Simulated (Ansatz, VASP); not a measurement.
## Two plane-wave programs on Al

```
Al
1.0
     2.72177    0.00000    0.00000
     0.00000    2.72177    0.00000
     0.00000    0.00000    2.72177
Al
1
Direct
  0.00000 0.00000 0.00000
```

Alike in both runs: functional PBE; k mesh 20 × 20 × 20; occupations gaussian, width 0.1 eV; no spin polarisation.

Ansatz relaxed the structure, and its values are those at the end. VASP's run is a single point on that final structure, the one shown.

|  | VASP | Ansatz |
| --- | --- | --- |
| version | VASP 6.6.1 | Ansatz 0.2.0 |
| potentials or method | VASP PAW PBE potentials, release 64 (Al) | scalar-relativistic, plane waves, PAW |
| plane-wave cutoff (eV) | 520 | 420 |
| valence electrons in the cell | 3 | 3 |

|  | VASP | Ansatz | Ansatz less VASP |
| --- | --- | --- | --- |
| gap on the k mesh at the Fermi level (eV) | none | none | - |
| pressure (GPa) | 0.0 | 0.0 | +0.02 |

A gap of «none» marks a metal or a gap that the smearing closes.
